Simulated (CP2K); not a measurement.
The system is TiO2 (Anatase).

```
Ti O
1.0
     5.45820    0.00000    0.00000
     2.83460    4.66444    0.00000
    -4.14640   -2.33222    2.67583
Ti O
2 4
Cartesian
  2.7291 0.0000 1.3379
  0.0000 0.0000 0.0000
  6.5671 3.6938 0.0000
  1.0034 -0.9707 1.3379
  4.4548 0.9707 1.3379
  1.7257 0.9707 0.0000
```

Program: CP2K 2026.2. Alike in all runs: no spin polarisation; cell as given; k mesh 10 × 10 × 10.

Q: Order these runs on this cell by their band gap on the k mesh, lowest first.
A. level TB-mBJ; potentials or basis POTENTIAL_UZH Ti GTH-PBE-q12, O GTH-PBE-q6; TZVP-MOLOPT-PBE-GTH basis; smearing fermi-dirac 0.01 eV; EPS_DEFAULT 1.0E-9; NGRIDS 5; points a segment of the path (NPOINTS) 10; bands added on the path 6; MPI ranks 2
B. level PBE; potentials or basis POTENTIAL_UZH Ti GTH-PBE-q12, O GTH-PBE-q6; TZVP-MOLOPT-PBE-GTH basis; smearing fermi-dirac 0.05 eV; EPS_DEFAULT 1.0E-10; NGRIDS 4
C. level r2SCAN; potentials or basis POTENTIAL_UZH Ti GTH-SCAN-q12, O GTH-SCAN-q6; TZVP-MOLOPT-SCAN-GTH basis; smearing fermi-dirac 0.1 eV; EPS_DEFAULT 1.0E-9; NGRIDS 4; points a segment of the path (NPOINTS) 10; bands added on the path 6; MPI ranks 2
D. level LDA; potentials or basis GTH_POTENTIALS Ti GTH-PADE-q12, O GTH-PADE-q6; TZVP-MOLOPT-PBE-GTH basis; smearing fermi-dirac 0.05 eV; EPS_DEFAULT 1.0E-10; NGRIDS 5; points a segment of the path (NPOINTS) 8; bands added on the path 2; MPI ranks 2

A: B (2.07 eV), D (2.25 eV), A (2.41 eV), C (2.71 eV).

Caveats: the basis of atomic orbitals isn't converged, which shifts pressures, moduli and gaps; the mesh misses the band edges, which the band path finds closer together (some runs); this is a model potential without an energy functional, so only levels have meaning (some runs).

Not every run made on this cell is shown here.
